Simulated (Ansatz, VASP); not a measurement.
# Cross-check of MgO between VASP and Ansatz

Aim: how closely do two programs agree when they are given the same cell, functional and k mesh? The cell is taken from a series of VASP runs on this material, whose earlier steps may have relaxed, scaled or displaced it; both programs get it as it stands.

Program: Ansatz 0.2.0. Level of theory: plane waves, with VASP 6.6.1 beside it; band structure at PBE with D3(BJ), single point at PBE with D3(BJ) and dielectric response at PBE with D3(BJ). Results are calculated unless marked as measured.

## 1. The structure

The structure is cubic, space group Fm-3m (No. 225). Conventional cell: a = 4.201 Å, b = 4.201 Å, c = 4.201 Å, α = 90.00°, β = 90.00°, γ = 90.00°. Mg has 6 O at 2.10 Å nearest. Nearest to O lie 6 Mg at 2.10 Å. Farther neighbours and most contacts between anions are not listed.

Structure file:

```xyz
2
Lattice="0.0000 2.1007 2.1007 2.1007 0.0000 2.1007 2.1007 2.1007 0.0000" Properties=species:S:1:pos:R:3 pbc="T T T"
Mg    0.0000    0.0000    0.0000
O     2.1007    2.1007    2.1007
```

## 2. VASP: band structure, PBE with D3(BJ)

Levels along a path test the potential and the projectors away from the mesh points.

Lines of VASP's logs that name or quote its potential files are left out, and so is its time.

Input file INCAR:

```
SYSTEM = MgO
PREC = Accurate
ENCUT = 520
EDIFF = 1E-06
NELM = 100
ISMEAR = 0
SIGMA = 0.05
LREAL = .FALSE.
ALGO = Normal
GGA = PE
IVDW = 12
NBANDS = 16
LORBIT = 11
LWAVE = .FALSE.
LCHARG = .FALSE.
KPAR = 2
```

Input file POSCAR:

```
MgO
1.0
    0.0000000000      2.1006853663      2.1006853663
    2.1006853663      0.0000000000      2.1006853663
    2.1006853663      2.1006853663      0.0000000000
Mg O
1 1
Direct
    0.0000000000      0.0000000000      0.0000000000
    0.5000000000      0.5000000000      0.5000000000
```

Input file KPOINTS:

```
Automatic mesh
0
Gamma
9 9 9
0 0 0
```

Input file KPOINTS_OPT:

```
Line mode
16
Line-mode
Reciprocal
  0.00000000   0.00000000   0.00000000 GAMMA
  0.50000000   0.00000000   0.50000000 X

  0.50000000   0.00000000   0.50000000 X
  0.50000000   0.25000000   0.75000000 W

  0.50000000   0.25000000   0.75000000 W
  0.37500000   0.37500000   0.75000000 K

  0.37500000   0.37500000   0.75000000 K
  0.00000000   0.00000000   0.00000000 GAMMA

  0.00000000   0.00000000   0.00000000 GAMMA
  0.50000000   0.50000000   0.50000000 L

  0.50000000   0.50000000   0.50000000 L
  0.62500000   0.25000000   0.62500000 U

  0.62500000   0.25000000   0.62500000 U
  0.50000000   0.25000000   0.75000000 W

  0.50000000   0.25000000   0.75000000 W
  0.50000000   0.50000000   0.50000000 L

  0.50000000   0.50000000   0.50000000 L
  0.37500000   0.37500000   0.75000000 K

  0.62500000   0.25000000   0.62500000 U
  0.50000000   0.00000000   0.50000000 X
```

Potentials, in the order of the species: Mg and O (PBE family, release 64).

On the command line:

```bash
mpirun -np 2 vasp_std
```

Numbers of over 12 decimals in the logs are rounded to 6 here.

The program printed:

```text
[banner, memory and clock lines left out]
running    2 mpi-ranks, on    1 nodes
 distrk:  each k-point on    1 cores,    2 groups
 distr:  one band on    1 cores,    1 groups

 POSCAR found type information on POSCAR MgO
 POSCAR found :  2 types and       2 ions
 LDA part: xc-table for (Slater+PW92), standard interpolation
 POSCAR, INCAR and KPOINTS ok, starting setup
 FFT: planning ... GRIDC
 FFT: planning ... GRID_SOFT
 FFT: planning ... GRID
 WAVECAR not read
 entering main loop
       N       E                     dE             d eps       ncg     rms          rms(c)
DAV:   1     0.183900930375E+02    0.18390E+02   -0.40929E+03  1192   0.441E+02
DAV:   2    -0.128092710669E+02   -0.31199E+02   -0.30327E+02  1488   0.121E+02
DAV:   3    -0.134618753289E+02   -0.65260E+00   -0.65235E+00  1320   0.138E+01
DAV:   4    -0.134631376739E+02   -0.12623E-02   -0.12623E-02  1480   0.699E-01
DAV:   5    -0.134631410854E+02   -0.34114E-05   -0.34114E-05  1344   0.337E-02    0.723E+00
DAV:   6    -0.119154377252E+02    0.15477E+01   -0.73959E+00  1248   0.112E+01    0.215E+00
DAV:   7    -0.119074784096E+02    0.79593E-02   -0.64508E-02  1264   0.159E+00    0.137E+00
DAV:   8    -0.119021686273E+02    0.53098E-02   -0.31755E-02  1192   0.138E+00    0.325E-01
DAV:   9    -0.119013616012E+02    0.80703E-03   -0.12630E-03  1400   0.187E-01    0.146E-01
DAV:  10    -0.119013008127E+02    0.60788E-04   -0.40680E-04  1248   0.120E-01    0.839E-03
DAV:  11    -0.119013037273E+02   -0.29146E-05   -0.41922E-06  1408   0.121E-02    0.509E-03
DAV:  12    -0.119013035791E+02    0.14819E-06   -0.18282E-07   752   0.226E-03
   1 F= -.12492141E+02 E0= -.12492141E+02  d E =-.224943E-21
 Start KPOINTS_OPT (optional k-point list driver)
k-point batch [1-35\160]
       N       E                     dE             ncg
DAV:   1     0.412910865116E+03   -0.10508E+05     1224
DAV:   2    -0.596821157129E+03   -0.10097E+04     1464
DAV:   3    -0.617934616899E+03   -0.21113E+02     1440
DAV:   4    -0.617983843082E+03   -0.49226E-01     1472
DAV:   5    -0.617984003394E+03   -0.16031E-03     1408
DAV:   6    -0.617984004018E+03   -0.62477E-06     1344
[...]
k-point batch [141-160\160]
       N       E                     dE             ncg
DAV:   1     0.535642610618E+04   -0.76572E+04      704
DAV:   2     0.478759921003E+04   -0.56883E+03      872
DAV:   3     0.477722109557E+04   -0.10378E+02      840
DAV:   4     0.477719664566E+04   -0.24450E-01      832
DAV:   5     0.477719656693E+04   -0.78735E-04      816
DAV:   6     0.477719656665E+04   -0.27294E-06      784
```

From OUTCAR (step 2):

```text
ion  position               nearest neighbor table
   1  0.000  0.000  0.000-   2 2.10   2 2.10   2 2.10   2 2.10   2 2.10   2 2.10
   2  0.500  0.500  0.500-   1 2.10   1 2.10   1 2.10   1 2.10   1 2.10   1 2.10

  LATTYP: Found a face centered cubic cell.
 ALAT       =     4.2013707326

 Subroutine GETGRP returns: Found 48 space group operations
 (whereof 48 operations were pure point group operations)

The static configuration has the point symmetry O_h .

 Found     35 irreducible k-points:

   k-points           NKPTS =     35   k-points in BZ     NKDIM =     35   number of bands    NBANDS=     16

   dimension x,y,z NGX =    24 NGY =   24 NGZ =   24
   dimension x,y,z NGXF=    48 NGYF=   48 NGZF=   48

   ENCUT  =  520.0 eV  38.22 Ry    6.18 a.u.   5.52  5.52  5.52*2*pi/ulx,y,z

   NELECT =       8.0000    total number of electrons

 k-points in reciprocal lattice and weights: Automatic mesh
   0.00000000  0.00000000  0.00000000       0.001
   0.11111111  0.00000000  0.00000000       0.011
   0.22222222  0.00000000  0.00000000       0.011
   0.33333333  0.00000000  0.00000000       0.011
   0.44444444  0.00000000  0.00000000       0.011
   0.11111111  0.11111111  0.00000000       0.008
   0.22222222  0.11111111  0.00000000       0.033
   0.33333333  0.11111111  0.00000000       0.033
   0.44444444  0.11111111  0.00000000       0.033
[...]
-0.33333333  0.44444444  0.11111111       0.033
  -0.33333333  0.44444444  0.22222222       0.033

 average (electrostatic) potential at core
       1 -34.9331       2 -69.5043

 E-fermi :   3.5639

 k-point     1 :       0.0000    0.0000    0.0000
  band No.  band energies     occupation
      1     -14.0583      2.00000
      2       3.2446      2.00000
      3       3.2446      2.00000
      4       3.2446      2.00000
      5       8.0454      0.00000
      6      19.0875      0.00000
      7      19.0875      0.00000
      8      19.0875      0.00000
      9      23.0242      0.00000
    ...

 k-point     2 :       0.1111    0.0000    0.0000
  band No.  band energies     occupation
      1     -13.9265      2.00000
      2       2.4603      2.00000
      3       3.1609      2.00000
      4       3.1609      2.00000
      5       8.7972      0.00000
      6      17.6427      0.00000
      7      19.3822      0.00000
      8      19.3822      0.00000
      9      23.9818      0.00000
    ...

 k-point     3 :       0.2222    0.0000    0.0000
  band No.  band energies     occupation
      1     -13.5726      2.00000
      2       0.9521      2.00000
      3       2.9571      2.00000
      4       2.9571      2.00000
      5      10.1199      0.00000
      6      16.0936      0.00000
      7      19.9026      0.00000
      8      19.9026      0.00000
      9      23.3866      0.00000
    ...

 Edisp (eV)   -0.59084

  Total      -0.00208    -0.00208    -0.00208     0.00000    -0.00000    -0.00000
  in kB      -0.17983    -0.17983    -0.17983     0.00000    -0.00000    -0.00000
  external pressure =       -0.18 kB  Pullay stress =        0.00 kB

  energy-cutoff  :      520.00
  volume of cell :       18.54
      direct lattice vectors                 reciprocal lattice vectors
     0.000000000  2.100685366  2.100685366    -0.238017558  0.238017558  0.238017558
     2.100685366  0.000000000  2.100685366     0.238017558 -0.238017558  0.238017558
     2.100685366  2.100685366  0.000000000     0.238017558  0.238017558 -0.238017558

 POSITION                                       TOTAL-FORCE (eV/Angst)
 -----------------------------------------------------------------------------------
      0.00000      0.00000      0.00000         0.000000     -0.000000      0.000000
      2.10069      2.10069      2.10069        -0.000000      0.000000     -0.000000
 -----------------------------------------------------------------------------------
    total drift:                               -0.000000     -0.000000      0.000000

  FREE ENERGIE OF THE ION-ELECTRON SYSTEM (eV)
  ---------------------------------------------------
  free  energy   TOTEN  =       -12.4921413964 eV

  energy  without entropy=      -12.4921413964  energy(sigma->0) =      -12.49214140

 total charge
# of ion       s       p       d       tot
------------------------------------------
    1        0.150   0.181   0.081   0.412
    2        1.542   3.565   0.000   5.107
--------------------------------------------------
tot          1.692   3.747   0.081   5.519

[... 3 further parts left out ...]
```

The run ends at a pressure of -0.02 GPa.

## 3. Ansatz: band structure, PBE with D3(BJ)

Ansatz runs on its default PAW (the set named soft_2) files.

The same cell, functional, mesh and smearing now go to Ansatz, which takes its cutoff from its data sets.

Input file input.yaml:

```yaml
crystal:
  lattice:
    - [0.0, 2.1006853663, 2.1006853663]
    - [2.1006853663, 0.0, 2.1006853663]
    - [2.1006853663, 2.1006853663, 0.0]
  atoms:
    - { symbol: Mg, position: [0.0, 0.0, 0.0] }
    - { symbol: O, position: [0.5, 0.5, 0.5] }
hamiltonian:
  xc: pbe
  pseudopotentials: { kind: paw }
  dispersion: d3bj
kpoints:
  mp_grid: { grid: [9, 9, 9] }
  band_path:
    path:
      - [0.0, 0.0, 0.0]
      - [0.16667, 0.0, 0.16667]
      - [0.33333, 0.0, 0.33333]
      - [0.5, 0.0, 0.5]
      - [0.5, 0.08333, 0.58333]
      - [0.5, 0.18333, 0.68333]
      - [0.5, 0.25, 0.75]
      - [0.45, 0.3, 0.75]
      - [0.40833, 0.34167, 0.75]
      - [0.35, 0.35, 0.7]
      - [0.225, 0.225, 0.45]
      - [0.075, 0.075, 0.15]
      - [0.03333, 0.03333, 0.03333]
      - [0.23333, 0.23333, 0.23333]
      - [0.4, 0.4, 0.4]
      - [0.51667, 0.46667, 0.51667]
      - [0.55833, 0.38333, 0.55833]
      - [0.60833, 0.28333, 0.60833]
      - [0.60833, 0.25, 0.64167]
      - [0.55833, 0.25, 0.69167]
      - [0.51667, 0.25, 0.73333]
      - [0.5, 0.3, 0.7]
      - [0.5, 0.38333, 0.61667]
      - [0.5, 0.48333, 0.51667]
      - [0.475, 0.475, 0.55]
      - [0.425, 0.425, 0.65]
      - [0.38333, 0.38333, 0.73333]
      - [0.59167, 0.18333, 0.59167]
      - [0.55, 0.1, 0.55]
      - [0.5, 0.0, 0.5]
    npoints: 1
scf:
  occupations: { method: gaussian, width: 0.05 }
  n_extra_bands: 7
output:
  forces: true
  stress: true
  eigenvalues: true
```

On the command line:

```bash
ansatz run input.yaml --threads 2 --pin off --max-ram 4608MiB --backend cpu --events-out ev --progress --plain --runs-dir out
```

The program printed:

```text
scf.n_extra_bands = 7 over 8 filled bands (N_el = 16.0): the run solves 15 bands
Engine: ansatz 0.2.0, x86_64-unknown-linux-gnu
Pseudopotentials: kind: paw
Pseudopotential: Mg, paw, valence charge 10, recommended cutoff 420 eV (normal), Mg.paw.azcp
Pseudopotential: O, paw, valence charge 6, recommended cutoff 420 eV (normal), O.paw.azcp
Functional definition: PBE
  parameter kappa = 0.804
  parameter beta = 0.066725
  exchange = pbe_x(kappa = kappa, mu = beta*pi^2/3)
  correlation = pbe_c(beta = beta)
Crystal: 2 atoms, lattice volume = 18.540 Å³
Basis set: ecut = 420 eV, 339 PW (Γ), exchange–correlation on 40×40×40 points (8 copies of the dense FFT grid, shifted against one another)
Bands: 15, of which v1, the nominal top of the filled ones, is band 8 counted from 1 (7 counted from 0)
Symmetry: 48 space group operations
Space group: Fm-3m (ITA 225), of the structure as read, at distance tolerance 2.6e-5 Å
k-points: 35 of 729
Non-local potential: Mg, projectors of the file, l = 0: 3, l = 1: 2, l = 2: 1
Non-local potential: O, projectors of the file, l = 0: 2, l = 1: 2, l = 2: 1
PAW form: soft (Blöchl's): semilocal exchange-correlation on the pseudo side does not see the compensation charge
PAW one-centre angular grid: Mg, 110 points (default); XC on 64 Gauss nodes
PAW one-centre angular grid: O, 110 points (default); XC on 64 Gauss nodes
Initial density: superposition of atomic densities (neutral atoms: chi_scale 0, normalization atom), corrected by the library's trained network
Initial wavefunctions: pseudopotential atomic-orbital guess
Functional: x = pbe(κ = 0.804, μ = 0.219515), c = pbe(β = 0.066725)
SCF iter   1: F=—  HF=-2494.716947 eV  |F-HF|=—  |Δ(HF+E_count)|=         —  Δρ=5.67e-4  dr2=6.81e-6  ethr=1.77e-3  ⟨swp⟩=5.3  Hψ=2828  notcnv=0  defer=18
preconditioner: auto → none  [insulator: Δε(μ)=4.816 eV  Ē_g=22.753 eV  σ=0.050 eV  W_gap=1.00  n_scr=8 (ndim 8)  ℏωp=24.4 eV  f_vac=0.000  D(μ)=0.00/eV (n_scr^D=0)  ε∞_Penn≈2.1]
SCF iter   2: F=—  HF=-2494.717154 eV  |F-HF|=—  |Δ(HF+E_count)|=   2.07e-4  Δρ=4.00e-4  dr2=1.35e-5  ethr=4.26e-8  ⟨swp⟩=3.5  Hψ=1299  notcnv=0  defer=44
SCF iter   3: F=—  HF=-2494.717176 eV  |F-HF|=—  |Δ(HF+E_count)|=   2.20e-5  Δρ=2.16e-4  dr2=3.52e-6  ethr=4.26e-8  ⟨swp⟩=2.6  Hψ=689  notcnv=0  defer=44
iter 4 did not close the SCF: its close was put off for the readings that it lacked (scf_convergence_deferred on its scf_iter line)
SCF iter   4: F=-2494.717191 eV  HF=-2494.717191 eV  |F-HF|=7.05e-8  |Δ(HF+E_count)|=   1.51e-5  Δρ=3.18e-5  dr2=8.03e-8  ethr=2.20e-8  ⟨swp⟩=2.2  Hψ=624  notcnv=0  defer=44
iter 5 did not close the SCF: its close was put off for the readings that it lacked (scf_convergence_deferred on its scf_iter line)
SCF iter   5: F=-2494.717191 eV  HF=-2494.717191 eV  |F-HF|=4.40e-9  |Δ(HF+E_count)|=   2.77e-8  Δρ=6.68e-6  dr2=4.61e-9  ethr=5.02e-10  ⟨swp⟩=2.3  Hψ=736  notcnv=0  defer=44
SCF iter   6: F=-2494.717191 eV  HF=-2494.717191 eV  |F-HF|=2.82e-10  |Δ(HF+E_count)|=   1.69e-9  Δρ=1.52e-6  dr2=1.68e-10  ethr=2.88e-11  ⟨swp⟩=4.7  Hψ=1968  notcnv=0
SCF 1 converged in 6 iterations: F = -2494.717191 eV  dr2 = 1.68e-10
  greatest PAW one-centre occupation: 1.000 electrons in one spin orbital (limit 2), on the Mg atom at site 0 (counted from 0), in its partial waves of l = 0
NSCF: frozen V_eff on 30 k-points
SCF converged after 6 iterations
Free energy (F): -2494.717191 eV
Harris-Foulkes:  -2494.717191 eV  (|F-HF|=2.82e-10)
Internal energy: -2494.717191 eV  (E = F + TS)
E sigma→0 (E₀):  -2494.717191 eV
Fermi energy:    10.639012 eV
--- Per-component energies (eV) ---
  E_band       = -290.935492
  E_kinetic    = 256.074619
  E_local      = -1597.614604  (includes V_loc(G=0)·N_el)
  E_nonlocal   = 142.830367
  E_hartree    = 552.662984
  E_xc         = -105.362775
  E_vxc        = -135.030866  (∫ρ·V_xc dr)
  E_paw        = -450.071578  (= ΣΔE_a)
  E_vpaw       = -62.522996  (= ΣTr[D̂ρ^β])
  E_aug_tail   = 0.002520  (compensation charges beyond the density's cutoff)
  E_ewald      = -1292.647755
  E_disp       = -0.590970  (pairwise vdW)
  E_smearing   = -0.000000  (= −TS)
  E_closure    = -0.000000  (closes the sum)
  Σ components = -2494.717191   (vs F -2494.717191, Δ=0.00e0)
--- Forces (eV/Å), atoms counted from 1 ---
  atom   1  Mg    -0.00000000     0.00000000    -0.00000000
  atom   2  O      0.00000000    -0.00000000     0.00000000
  max |Σ_I F_I| component: 1.50e-29 eV/Å
--- Stress (GPa, compression-positive) ---
        0.717609      -0.000000       0.000000
        0.000000       0.717609      -0.000000
        0.000000       0.000000       0.717609
  P = ⅓ Tr σ = 0.7176 GPa (7.176 kbar)
--- Band table (eV; the first three rows and the last of 35) ---
  k-point 0: bands = [... 4 lower, -9.0610, 8.2300, 8.2300, 8.2300, 13.0475, 24.0955, 24.0955, 24.0955, ... 3 higher]
  k-point 1: bands = [... 4 lower, -8.9251, 7.4484, 8.1468, 8.1468, 13.7975, 22.6442, 24.3886, 24.3886, ... 3 higher]
  k-point 2: bands = [... 4 lower, -8.5605, 5.9438, 7.9439, 7.9439, 15.1204, 21.0923, 24.9098, 24.9098, ... 3 higher]
  k-point 34: bands = [... 4 lower, -7.4616, 4.9582, 5.5575, 6.6095, 19.6243, 19.9024, 20.6298, 24.2710, ... 3 higher]
```

Elapsed: 0.87 s, on 2 threads of Intel Xeon at 2.80GHz (Skylake/Cascade Lake), shared host; peak memory 0.32 GiB; 1.5 s of CPU time.

## 4. Side by side

Known differences besides the potentials themselves: the data sets hold 16 valence electrons in Ansatz (default PAW (the set named soft_2) files) and 8 in VASP; the cutoff is 420 eV in Ansatz and 520 eV in VASP; VASP leaves aspherical gradient terms in its spheres out (LASPH is not set), Ansatz keeps them. Total energies have different zeros and are not compared.

The two programs side by side:

| quantity | Ansatz | VASP | difference |
| --- | --- | --- | --- |
| pressure (GPa) | 0.72 | -0.02 | +0.74 |
| pressure without Ansatz's Pulay correction (GPa) | 0.11 | -0.02 | +0.13 |
| gap over the path points (eV) | 4.817 | 4.801 | +0.016 |

Levels at points of the path, from each program's valence-band top (eV; 3 filled, then empty):

| k (reciprocal lattice) | Ansatz | VASP |
| --- | --- | --- |
| 0.000 0.000 0.000 | 0.00 0.00 0.00 4.82 15.87 | 0.00 0.00 0.00 4.80 15.84 |
| 0.167 0.000 0.167 | -1.59 -0.39 -0.39 6.72 12.76 | -1.59 -0.39 -0.39 6.71 12.74 |
| 0.333 0.000 0.333 | -3.44 -1.06 -1.06 9.38 10.07 | -3.46 -1.06 -1.06 9.37 10.05 |
| 0.500 0.000 0.500 | -4.08 -1.35 -1.35 9.16 10.07 | -4.12 -1.36 -1.36 9.13 10.05 |
| 0.500 0.083 0.583 | -3.95 -1.61 -1.46 9.58 10.49 | -3.98 -1.62 -1.47 9.56 10.47 |
| 0.500 0.183 0.683 | -3.45 -2.39 -1.71 10.83 11.74 | -3.48 -2.40 -1.72 10.81 11.73 |
| 0.500 0.250 0.750 | -2.96 -2.96 -1.78 11.71 11.71 | -2.98 -2.98 -1.78 11.70 11.70 |
| 0.450 0.300 0.750 | -3.29 -2.72 -1.56 10.94 12.08 | -3.32 -2.73 -1.57 10.92 12.07 |
| 0.408 0.342 0.750 | -3.45 -2.71 -1.25 10.33 11.92 | -3.48 -2.72 -1.26 10.31 11.90 |
| 0.350 0.350 0.700 | -3.25 -3.05 -1.06 10.32 12.34 | -3.27 -3.06 -1.07 10.30 12.33 |

Among the levels compared at these points, filled levels agree within 34 meV and empty ones within 28 meV. Ansatz's pressure holds a Pulay correction of 0.60 GPa; VASP's holds none.

## 5. Further runs

Further runs change the set-up of one program: Ansatz's method, potentials or start, or VASP's data sets, cutoff or form of LDA. The table gives Ansatz less VASP for each quantity, since a change that brings one quantity closer may part another.

| run | pressure (GPa) | gap over the path points (eV) |
| --- | --- | --- |
| as above | 0.74 | 0.016 |
| Ansatz's all-electron LAPW method | 0.80 | 0.011 |

## 6. Ansatz: single point, PBE with D3(BJ)

With cell and atoms fixed, the geometry can't cause a difference; cores, projectors, grids and the points listed under the comparison can.

The cell is taken from a series of VASP runs on this material, whose earlier steps may have relaxed, scaled or displaced it; both programs get it as it stands.

input.yaml, the sections that differ from step 3:

```yaml
kpoints:
  mp_grid: { grid: [13, 13, 13] }
scf:
  occupations: { method: tetrahedron }
output:
  forces: true
  stress: true
# crystal, hamiltonian: as in step 3
```

The program printed:

```text
Warning: output.forces, output.stress, relax.cell or npt_langevin: where a Kohn–Sham band that disperses or a degenerate level is filled in part under the method tetrahedron, the forces or the stress that this run publishes need not agree with its energy (scf.occupations.method in the input reference, under Limitations); prefer a smearing scheme for the forces or the stress
[...]
--- Band table (eV; the first three rows and the last of 84) ---
  k-point 0: bands = [... 4 lower, -9.0612, 8.2297, 8.2297, 8.2297, 13.0474, 24.0954, 24.0954, 24.0954]
  k-point 1: bands = [... 4 lower, -8.9952, 7.8240, 8.1889, 8.1889, 13.4401, 23.2403, 24.2426, 24.2426]
  k-point 2: bands = [... 4 lower, -8.8069, 6.8948, 8.0774, 8.0774, 14.3093, 21.9445, 24.6073, 24.6073]
  k-point 83: bands = [... 4 lower, -7.4478, 5.0637, 5.4590, 6.5354, 19.7164, 20.0067, 20.5480, 24.0773]
[key lines of the parts left out:]
SCF converged after 5 iterations
Free energy (F): -2494.717198 eV
Fermi energy:    8.229720 eV
P = ⅓ Tr σ = 0.7207 GPa (7.207 kbar)
```

Run time: 1 s. Hardware: 2 threads; peak memory 0.33 GiB.

The run ends at a pressure of 0.72 GPa.

[end of part 1 of 2]

[Lines on the potential files, build, host, timing and source positions are cut from VASP's logs without a mark.]

[Logs are printed without paths, hosts, clocks, repeated set-up lines and the standing remarks that a program may print on its own settings, such as how far it seeks lower states.]

[Hosts, paths, dates, database ids (printed as entryN), source tags and the programs' standing remarks are cut or masked in the printed files.]
